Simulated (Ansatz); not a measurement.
Crystal: K, diamond type, 2 atoms in the cell.

Computed with Ansatz, PBE, plane waves, PAW datasets (generated soft set 1).

Cutoff 420 eV; k-mesh 20×20×20 Γ-centred; Fermi–Dirac smearing of 0.0612 eV; no spin polarisation.

The fit to the energies gives V₀ = 111.890 Å³/atom (a₀ = 9.637 Å), B₀ = 1.2 GPa, B₀′ = 3.24.

**Question.** What pressure does the program print at V = 114.365 Å³/atom, and how far above the lowest computed point (V = 112.123 Å³/atom) does the energy lie?

**Answer.** -0.03 GPa and 0.20 meV/atom. All points:

| V (Å³/atom) | a (Å) | E − E(min) (meV/atom) | P (GPa) |
| --- | --- | --- | --- |
| 105.396 | 9.4472 | 1.53 | 0.08 |
| 107.638 | 9.5138 | 0.64 | 0.05 |
| 109.880 | 9.5794 | 0.14 | 0.02 |
| 112.123 | 9.6441 | 0.00 | 0.00 |
| 114.365 | 9.7080 | 0.20 | -0.03 |
| 116.608 | 9.7710 | 0.70 | -0.05 |
| 118.850 | 9.8332 | 1.49 | -0.07 |

The published all-electron PBE values for this crystal (mean of FLEUR and WIEN2k, k-spacing 0.06 Å⁻¹; Bosoni et al., Nat. Rev. Phys. 6, 45 (2024)) are V₀ = 111.902 Å³/atom, B₀ = 1.2 GPa, B₀′ = 3.24.

This cubic structure is a model: it isn't the usual form of the substance at ambient conditions, and such phases are metastable or hypothetical.
